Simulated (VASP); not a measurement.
# Settings for Cr: band structure

Cr, Im-3m (no. 229), 1 atom in the cell. PBEsol; PAW potentials Cr_pv (PBE set). VASP 6.6.1.

Wanted: band energies at the path's corners within 0.02 eV.

What the run is for: bands; Accuracy asked: standard; Route: KPOINTS_OPT.

Band energies at the path's corners: counted from the Fermi level of the mesh, whose own shifts they hold.

POSCAR:
```
Cr
1.0
   -1.4844496776      1.4844496776      1.4844496776
    1.4844496776     -1.4844496776      1.4844496776
    1.4844496776      1.4844496776     -1.4844496776
Cr
1
Direct
    0.0000000000      0.0000000000      0.0000000000
```

The series start from Plane-wave cutoff (eV): 300; Smearing width (eV): 0.1; k-point mesh: 14 × 14 × 14; Electronic threshold (eV): 1e-6; Precision mode (PREC): Accurate; Bands in all (NBANDS): 23; Aspherical gradient terms in the spheres (LASPH): yes; Highest l that the mixer handles (LMAXMIX): 4. Each series keeps the choices made before it, and each single choice may use up half of a tolerance.

## Plane-wave cutoff (eV)

| Plane-wave cutoff (eV) | Band energies at the path's corners, largest deviation (eV) | Time (s) |
|---|---|---|
| 210 | 0.153 | 11 |
| 260 | 0.012 | 13 |
| 300 | 0.004 | 15 |
| 340 | 0.005 | 16 |
| 420 | 0.001 | 34 |
| 520 (reference) | 0.000 | 42 |

Chosen: 300, the loosest value from which every tighter one stays within half of the tolerance.

## Smearing width (eV)

| Smearing width (eV) | Band energies at the path's corners, largest deviation (eV) | Time (s) |
|---|---|---|
| 0.4 | 0.070 | 16 |
| 0.3 | 0.050 | 15 |
| 0.2 | 0.029 | 15 |
| 0.15 | 0.018 | 15 |
| 0.1 | 0.008 | 15 |
| 0.05 (reference) | 0.000 | 18 |

Chosen: 0.1.

## k-point mesh

| k-point mesh | Band energies at the path's corners, largest deviation (eV) | Time (s) |
|---|---|---|
| 5 × 5 × 5 | 0.048 | 6.5 |
| 7 × 7 × 7 | 0.106 | 7.7 |
| 9 × 9 × 9 | 0.018 | 8.5 |
| 11 × 11 × 11 | 0.029 | 12 |
| 14 × 14 × 14 | 0.073 | 15 |
| 17 × 17 × 17 | 0.023 | 22 |
| 20 × 20 × 20 (reference) | 0.000 | 33 |

Chosen: 20 × 20 × 20; the next looser run is off by more than half of the tolerance, so convergence isn't shown beyond this value.

## Electronic threshold (eV)

| Electronic threshold (eV) | Band energies at the path's corners, largest deviation (eV) | Time (s) |
|---|---|---|
| 0.001 | 0.001 | 23 |
| 0.0001 | 0.001 | 25 |
| 1e-5 | 0.001 | 27 |
| 1e-6 | 0.000 | 33 |
| 1e-7 (reference) | 0.000 | 34 |

Chosen: 0.001.

## Precision mode (PREC)

| Precision mode (PREC) | Band energies at the path's corners, largest deviation (eV) | Time (s) |
|---|---|---|
| SingleN | 0.001 | 15 |
| Normal | 0.000 | 15 |
| Accurate (reference) | 0.000 | 23 |

Chosen: SingleN.

## Bands in all (NBANDS)

| Bands in all (NBANDS) | Band energies at the path's corners, largest deviation (eV) | Time (s) |
|---|---|---|
| 14 | 0.000 | 11 |
| 15 | 0.000 | 10 |
| 16 | 0.000 | 11 |
| 18 | 0.000 | 12 |
| 23 | 0.000 | 15 |
| 33 (reference) | 0.000 | 25 |

Chosen: 14.

## Aspherical gradient terms in the spheres (LASPH)

| Aspherical gradient terms in the spheres (LASPH) | Band energies at the path's corners, largest deviation (eV) | Time (s) |
|---|---|---|
| no | 0.010 | 8.3 |
| yes (reference) | 0.000 | 11 |

Chosen: yes; the one before it in the list is off by more than half of the tolerance.

## Highest l that the mixer handles (LMAXMIX)

| Highest l that the mixer handles (LMAXMIX) | Band energies at the path's corners, largest deviation (eV) | Time (s) |
|---|---|---|
| 2 | 0.000 | 9.0 |
| 4 | 0.000 | 11 |
| 6 (reference) | 0.000 | 9.2 |

Chosen: 2.

## All choices together

| Input | Band energies at the path's corners, largest deviation (eV) | Time (s) |
|---|---|---|
| the program's defaults (naive) | 0.035 | 2.3 |
| chosen settings | 0.003 | 9.0 |
| reference settings throughout | 0.000 | 138 |

The chosen settings stay within the tolerance of the reference run, but the reference itself isn't shown to be converged in: k-point mesh.

## The input

INCAR:
```
ALGO     = Normal         # electronic algorithm
EDIFF    = 0.001          # SCF threshold, eV
ENCUT    = 300            # plane-wave cutoff, eV
GGA      = PS             # functional
GGA_COMPAT= False        
ISMEAR   = 1              # smearing method
ISPIN    = 2              # spin polarisation
LASPH    = True           # aspherical terms in the spheres
LCHARG   = False          # write CHGCAR
LMAXMIX  = 2              # l up to which the mixer works
LORBIT   = 11             # projections on sites
LREAL    = False          # projectors in reciprocal space
LWAVE    = False          # write WAVECAR
MAGMOM   = 3              # initial moments
NBANDS   = 14             # bands
NELM     = 200            # most SCF steps
PREC     = SingleN        # precision mode
SIGMA    = 0.1            # smearing width, eV
```

KPOINTS:
```
Automatic mesh
0
Gamma
  20 20 20
  0 0 0
```

KPOINTS_OPT:
```
path GHNGPH,PN
12
line-mode
reciprocal
 0.0000000000  0.0000000000  0.0000000000  G
 0.5000000000 -0.5000000000  0.5000000000  H

 0.5000000000 -0.5000000000  0.5000000000  H
 0.0000000000  0.0000000000  0.5000000000  N

 0.0000000000  0.0000000000  0.5000000000  N
 0.0000000000  0.0000000000  0.0000000000  G

 0.0000000000  0.0000000000  0.0000000000  G
 0.2500000000  0.2500000000  0.2500000000  P

 0.2500000000  0.2500000000  0.2500000000  P
 0.5000000000 -0.5000000000  0.5000000000  H

 0.2500000000  0.2500000000  0.2500000000  P
 0.0000000000  0.0000000000  0.5000000000  N
```

Commands:
```
cat potpaw_PBE.64/Cr_pv/POTCAR > POTCAR
mpirun -np 1 vasp_std > vasp.out
```

The chosen input took VASP 6.6.1 9.0 s on 1 core (Intel Xeon Platinum 8488C (Sapphire Rapids)), a shared host.

## An input that fails: fixed density asked without a density file

VASP's message: ERROR: charge density could not be read from file CHGCAR for ICHARG>10.

Changes against the starting input:
```
- NELM = 200
+ NELM = 79
+ ICHARG = 11
```
